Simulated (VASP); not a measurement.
Here is a VASP 6.6.1 calculation.

The input INCAR:

```
SYSTEM = BP
  PREC = Accurate
  ENCUT = 520
  EDIFF = 1E-6
  ISMEAR = 0
  SIGMA = 0.02
  LREAL = .FALSE.
  LASPH = .TRUE.
  NELM = 100
  ALGO = Fast
  ISIF = 2
  LWAVE = .FALSE.
  LCHARG = .TRUE.
  GGA = PE
  LELF = .TRUE.
  LVHAR = .TRUE.
  NBANDS = 11
```

File KPOINTS:

```
Automatic mesh
0
G
  10 10 10
  0 0 0
```

Contents of POSCAR:

```
BP
1.0
    0.0000000000      2.5684415563      2.5684415563
    2.5684415563      0.0000000000      2.5684415563
    2.5684415563      2.5684415563      0.0000000000
B P
1 1
Direct
    0.0000000000      0.0000000000      0.0000000000
    0.7500000000      0.7500000000      0.7500000000
```

Potentials or basis: VASP PAW PBE potentials, release 64 (B, P).

Run with:

```sh
$ cat potpaw_PBE.64/B/POTCAR potpaw_PBE.64/P/POTCAR > POTCAR
$ mpirun -np 1 vasp_std > vasp.out
```

Task: Predict the pressure.

Result: -28.5 GPa.

Task: What does it give for the band gap on the k mesh?

Result: 1.64 eV, indirect (least direct gap 2.49 eV).

Caveat: so large a pressure means that the cell lies far from this level's equilibrium, or that cutoff or potentials fall short. A k mesh can miss the band edges.
